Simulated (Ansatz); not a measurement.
# Sc (diamond type): how the settings move a single-point run

Aim: see which settings change the result for Sc (diamond type), by how much, and at what cost.

Program: Ansatz 0.2.0. Level of theory: reference: DFT, PBE, all-electron PAW with datasets made for the crystal, scalar-relativistic. These are calculated values, not measurements.

## (1) The system as given

Symmetry: Fd-3m, No. 227, cubic system. The conventional cell has a = 6.459 Å, b = 6.459 Å, c = 6.459 Å, α = 90.00°, β = 90.00°, γ = 90.00°. Around Sc (site symmetry -43m) lie 4 Sc at 2.80 Å.

As a file:

```
Sc
1.0
     0.00000    3.22972    3.22972
     3.22972    0.00000    3.22972
     3.22972    3.22972    0.00000
Sc
2
Direct
  0.00000 0.00000 0.00000
  0.25000 0.25000 0.25000
```

## (2) Reference

input.yaml reads:

```yaml
crystal:
  lattice:
    - [0.0, 3.229723487, 3.229723487]
    - [3.229723487, 0.0, 3.229723487]
    - [3.229723487, 3.229723487, 0.0]
  atoms:
    - { symbol: Sc, position: [0.0, 0.0, 0.0] }
    - { symbol: Sc, position: [0.25, 0.25, 0.25] }
kpoints:
  mp_grid: { grid: [10, 10, 10] }
  band_path:
    path:
      - [0.0, 0.0, 0.0]
      - [0.5, 0.0, 0.5]
      - [0.625, 0.25, 0.625]
      - [0.375, 0.375, 0.75]
      - [0.0, 0.0, 0.0]
      - [0.5, 0.5, 0.5]
      - [0.5, 0.25, 0.75]
      - [0.5, 0.0, 0.5]
    npoints: 8
scf:
  occupations: { method: fermi_dirac, width: 0.03 }
hamiltonian:
  xc: pbe
  pseudopotentials: { kind: all_electron, datasets: crystal }
output:
  forces: true
  stress: true
  eigenvalues: true
  efg: { contact_densities: true }
```

Run with:

```bash
$ ansatz run input.yaml --threads 1 --pin off --max-ram 2048MiB --backend cpu --events-out ev --progress --plain --runs-dir out
```

From the output:

```text
[...]
Basis set: ecut = 200 eV, 411 PW (Γ), exchange–correlation on 48×48×48 points (8 copies of the dense FFT grid, shifted against one another)
[...]
k-points: 47 of 1000
[...]
SCF iter   1: F=—  HF=-41587.082379 eV  |F-HF|=—  |Δ(HF+E_count)|=         —  Δρ=7.93e-3  dr2=2.52e-2  ethr=1.31e-4  ⟨swp⟩=5.8  Hψ=6946  notcnv=0
preconditioner: auto → Kerker (q_TF=auto, 2.264 Å⁻¹)  [metal: Δε(μ)=0.043 eV  Ē_g=3.213 eV  σ=0.030 eV  W_gap=0.32  n_scr=14 (ndim 8)  ℏωp=11.1 eV  f_vac=0.000  D(μ)=4.86/eV (n_scr^D=58)]
SCF iter   2: F=—  HF=-41587.114473 eV  |F-HF|=—  |Δ(HF+E_count)|=   3.21e-2  Δρ=6.28e-3  dr2=1.98e-2  ethr=1.15e-4  ⟨swp⟩=2.7  Hψ=2023  notcnv=0  defer=4
[...]
SCF iter   7: F=—  HF=-41587.132071 eV  |F-HF|=—  |Δ(HF+E_count)|=   5.68e-7  Δρ=6.69e-5  dr2=2.92e-6  ethr=1.10e-7  ⟨swp⟩=4.0  Hψ=1879  notcnv=0
SCF iter   8: F=-41587.132070 eV  HF=-41587.132070 eV  |F-HF|=1.45e-8  |Δ(HF+E_count)|=   5.91e-7  Δρ=6.66e-6  dr2=3.29e-8  ethr=1.33e-8  ⟨swp⟩=3.4  Hψ=1711  notcnv=0
[...]
SCF converged after 8 iterations
Free energy (F): -41587.132076 eV
[...]
E sigma→0 (E₀):  -41587.124825 eV
[...]
Fermi energy:    6.192657 eV
[...]
  P = ⅓ Tr σ = 0.0034 GPa (0.034 kbar)
[...]
```

Run time: 10 s. Hardware: 1 thread of Arm Neoverse V2, shared host; peak memory 0.35 GiB.

## (3) Changed: xc r2scan

Changes to input.yaml since step 2:

```diff
@@ -24,3 +24,3 @@
 hamiltonian:
-  xc: pbe
+  xc: r2scan
   pseudopotentials: { kind: all_electron, datasets: crystal }
```

Run with:

```bash
$ ansatz run input.yaml --threads 1 --pin off --max-ram 2048MiB --backend cpu --events-out ev --progress --plain --runs-dir out
```

Output:

```text
hamiltonian.pseudopotentials.datasets: crystal makes datasets for this crystal and solves the spheres of its atoms anew in each pass: cutoff 200.0 eV, the density's 1400.0 eV; for an error of 0.50 meV an atom under PBE, 1.0 meV for the cell; an energy difference from a run of another recipe may be off by several times the error for the cell, under r2SCAN by more, where some 0.1 meV an atom stays at smaller errors; Sc in spheres of 1.376 Å, 11 of its electrons in bands
band count auto-derived: 21 (N_el = 22.0; filled up to band 11; 15 by the electrons, moments and atoms)
Engine: ansatz 0.2.0
Pseudopotentials: kind: all_electron
Pseudopotential: Sc, paw, valence charge 11, recommended cutoff 200 eV (normal), Koelling and Harmon's equation, gaussian nucleus
Functional definition: r2SCAN
  parameter k0 = 0.174
  parameter k1 = 0.065
  parameter a1 = 4.9479
  exchange = r2scan_x(k0 = k0, k1 = k1, a1 = a1)
  correlation = r2scan_c
Crystal: 2 atoms, lattice volume = 67.379 Å³
Basis set: ecut = 200 eV, 411 PW (Γ), exchange–correlation on 90×90×90 points (27 copies of the dense FFT grid, shifted against one another)
Bands: 21, of which v1, the nominal top of the filled ones, is band 11 counted from 1 (10 counted from 0)
Symmetry: 48 space group operations
Space group: Fd-3m (ITA 227), of the structure as read, at distance tolerance 4.1e-5 Å
k-points: 47 of 1000
Non-local potential: Sc, projectors of the file, l = 0: 2, l = 1: 2, l = 2: 2
PAW form: soft (Blöchl's): semilocal exchange-correlation on the pseudo side does not see the compensation charge
PAW one-centre angular grid: Sc, 590 points (default); XC on its mesh's 1957 points in the sphere
Initial density: superposition of atomic densities (neutral atoms: chi_scale 0, normalization atom)
Initial wavefunctions: pseudopotential atomic-orbital guess
Functional: x = r2scan, c = r2scan; τ floored in thin density (d = 2e-4 eV/Å³)
iter 1 solved again at ethr=2.16e-4 eV; its pass at ethr=1.00e-1 eV (dr2=4.76e-2 eV) is discarded
SCF iter   1: F=—  HF=-41597.128184 eV  |F-HF|=—  |Δ(HF+E_count)|=         —  Δρ=7.41e-3  dr2=5.48e-2  dr2_τ=3.02e-3  ethr=2.16e-4  ⟨swp⟩=4.8  Hψ=6661  notcnv=0
preconditioner: auto → Kerker (q_TF=auto, 2.264 Å⁻¹)  [metal: Δε(μ)=0.011 eV  Ē_g=3.568 eV  σ=0.030 eV  W_gap=0.09  n_scr=14 (ndim 8)  ℏωp=11.1 eV  f_vac=0.000  D(μ)=4.78/eV (n_scr^D=58)]
SCF iter   2: F=—  HF=-41597.257845 eV  |F-HF|=—  |Δ(HF+E_count)|=   1.30e-1  Δρ=7.32e-3  dr2=2.42e-2  dr2_τ=4.74e-5  ethr=2.16e-4  ⟨swp⟩=4.2  Hψ=3048  notcnv=0  defer=1
SCF iter   3: F=—  HF=-41597.307133 eV  |F-HF|=—  |Δ(HF+E_count)|=   4.93e-2  Δρ=2.19e-3  dr2=2.86e-3  dr2_τ=3.32e-5  ethr=1.10e-4  ⟨swp⟩=4.1  Hψ=2520  notcnv=0  defer=1
SCF iter   4: F=—  HF=-41597.314687 eV  |F-HF|=—  |Δ(HF+E_count)|=   7.55e-3  Δρ=7.60e-4  dr2=5.23e-4  dr2_τ=8.59e-6  ethr=1.30e-5  ⟨swp⟩=3.8  Hψ=2254  notcnv=0  defer=1
SCF iter   5: F=—  HF=-41597.316067 eV  |F-HF|=—  |Δ(HF+E_count)|=   1.38e-3  Δρ=6.45e-4  dr2=5.90e-4  dr2_τ=1.55e-7  ethr=2.38e-6  ⟨swp⟩=2.0  Hψ=4243  notcnv=0  defer=1
SCF iter   6: F=—  HF=-41597.316261 eV  |F-HF|=—  |Δ(HF+E_count)|=   1.94e-4  Δρ=2.47e-4  dr2=9.79e-5  dr2_τ=4.05e-8  ethr=2.38e-6  ⟨swp⟩=3.0  Hψ=1687  notcnv=0
SCF iter   7: F=—  HF=-41597.316349 eV  |F-HF|=—  |Δ(HF+E_count)|=   8.78e-5  Δρ=1.75e-4  dr2=1.97e-5  dr2_τ=4.19e-8  ethr=4.45e-7  ⟨swp⟩=4.3  Hψ=1866  notcnv=0
SCF iter   8: F=—  HF=-41597.316362 eV  |F-HF|=—  |Δ(HF+E_count)|=   1.31e-5  Δρ=5.17e-5  dr2=2.64e-6  dr2_τ=1.17e-9  ethr=8.95e-8  ⟨swp⟩=3.4  Hψ=1682  notcnv=0
SCF iter   9: F=—  HF=-41597.316370 eV  |F-HF|=—  |Δ(HF+E_count)|=   8.43e-6  Δρ=3.28e-5  dr2=1.21e-6  dr2_τ=1.48e-9  ethr=1.20e-8  ⟨swp⟩=4.4  Hψ=2228  notcnv=0
iter 10 solved again at ethr=1.40e-10 eV; its pass at ethr=5.50e-9 eV (dr2=3.08e-8 eV) is discarded
SCF iter  10: F=-41597.316376 eV  HF=-41597.316376 eV  |F-HF|=3.73e-7  |Δ(HF+E_count)|=   5.84e-6  Δρ=9.96e-6  dr2=3.11e-8  dr2_τ=2.24e-9  ethr=1.40e-10  ⟨swp⟩=4.1  Hψ=4261  notcnv=0
SCF 1 converged in 10 iterations: F = -41597.316381 eV  dr2 = 3.11e-8
  Residual-converged pass: ⟨swp⟩=4.2  Hψ=1932  notcnv=0  max |occ|·‖R‖ = 5.2e-6 eV (tolerance 5.3e-6 eV)  dr2=3.10e-8  dr2_τ=2.24e-9  dr2_onsite=3.15e-8  max |Δocc| = 2.4e-9
NSCF: frozen V_eff on 57 k-points
SCF converged after 10 iterations
Free energy (F): -41597.316381 eV
Harris-Foulkes:  -41597.316380 eV  (|F-HF|=3.73e-7)
Internal energy: -41597.303905 eV  (E = F + TS)
E sigma→0 (E₀):  -41597.310143 eV
Entropy (-TS):   -0.012476 eV (-6.238 meV/atom)
Past the cutoff: the bands carry plane waves up to 2.50 times it, of which those up to 1.5 times it add -0.001035 eV an atom, each by itself; the spheres take 0.000798 eV an atom off the energy for waves past 2.50 times it
Past the cutoffs: a stress includes 0.0088 GPa for waves and charges beyond them, in addition to the slope of what the spheres take
In the spheres:  the bands' charges fall short by 1.9e-6 e at most (sound up to 1e-3)
Fermi energy:    6.256535 eV
--- Per-component energies (eV) ---
  The terms above E_closure are by the made datasets' own strengths, without shells solved beside the bands.
--- Forces (eV/Å), atoms counted from 1 ---
  atom   1  Sc     0.00000000    -0.00000000    -0.00000000
  atom   2  Sc     0.00000000    -0.00000000    -0.00000000
  max |Σ_I F_I| component: 1.11e-16 eV/Å
--- Stress (GPa, compression-positive) ---
       -0.736461       0.000000       0.000000
       -0.000000      -0.736461       0.000000
       -0.000000       0.000000      -0.736461
  P = ⅓ Tr σ = -0.7365 GPa (-7.365 kbar)
--- PAW observables at the nuclei: V_zz in 10²¹ V/m², potentials from the cell's mean, atoms counted from 1 ---
  atom   1  Sc V_zz =    -0.000000   η = 0.0000   by run symmetry: forbidden
            electrostatic potential = -2364.218954 V   contact ρ = 48533.109827 e/Å³
  atom   2  Sc V_zz =    -0.000000   η = 0.0000   by run symmetry: forbidden
            electrostatic potential = -2364.218954 V   contact ρ = 48533.109827 e/Å³
--- Band table (eV; the first three rows and the last of 47) ---
  k-point 0: bands = ["-45.9564", "-45.7278", "-23.7443", "-23.7443", "-23.7443", "-23.3366", "-23.3366", "-23.3366", "1.7865", "6.1943", "6.1943", "6.5697", "6.5697", "6.5697", "7.9546", "7.9546", "7.9546", "9.8379", "9.8379"]
  k-point 1: bands = ["-45.9523", "-45.7320", "-23.7495", "-23.7495", "-23.7444", "-23.3376", "-23.3314", "-23.3314", "1.9181", "6.1283", "6.1283", "6.5679", "6.6850", "6.6850", "7.7753", "7.9415", "7.9415", "9.8313", "9.8313"]
  k-point 2: bands = ["-45.9406", "-45.7438", "-23.7625", "-23.7625", "-23.7451", "-23.3400", "-23.3183", "-23.3183", "2.3033", "6.0567", "6.0567", "6.5741", "6.8510", "6.8510", "7.2783", "7.9595", "7.9595", "9.8020", "9.8020"]
  k-point 46: bands = ["-45.8425", "-45.8425", "-23.8454", "-23.8454", "-23.5448", "-23.5448", "-23.2391", "-23.2391", "5.1518", "5.1518", "6.0788", "6.0788", "7.0427", "7.0427", "7.3530", "7.3530", "9.5666", "9.5666", "9.7711"]
```

Run time: 20 s. Hardware: 1 thread of Arm Neoverse V2, shared host; peak memory 0.44 GiB.

A change of functional puts the total energy on another scale; the pressure goes from 0.0 to -0.7 GPa. At this fixed cell a lower pressure means that this functional prefers a smaller volume than the reference. Cost: 10 SCF cycles against 8, 20 s against 10 s.

## (4) All runs together

```csv
run,ending,energy change,pressure (GPa),gap (eV),force (eV/Å),cycles,time
reference,converged,-,0.0,0.00,0.00,8,10 s
1: xc r2scan,converged,not comparable,-0.7,0.00,0.00,10,20 s
```

Residual by cycle in the longest SCF loop of each run; runs are numbered as in the table. The quantity is the density residual dr2, in eV.

```csv
cycle,reference,run 1
1,0.0252,0.0548
2,0.0198,0.0242
3,0.00118,0.00286
4,9.7e-5,5.2e-4
5,8.0e-5,5.9e-4
6,2.4e-5,9.8e-5
7,2.9e-6,2.0e-5
8,3.3e-8,2.6e-6
9,-,1.2e-6
10,-,3.1e-8
```

**Reading.** After a change of functional the difference of the totals has no physical meaning; the pressure goes from 0.0 to -0.7 GPa. At this fixed cell a lower pressure means that this functional prefers a smaller volume than the reference. Cost: 10 SCF cycles against 8, 20 s against 10 s.

Changed settings gave other datasets; differences in energy of a few meV/atom between such runs can come from the datasets alone.
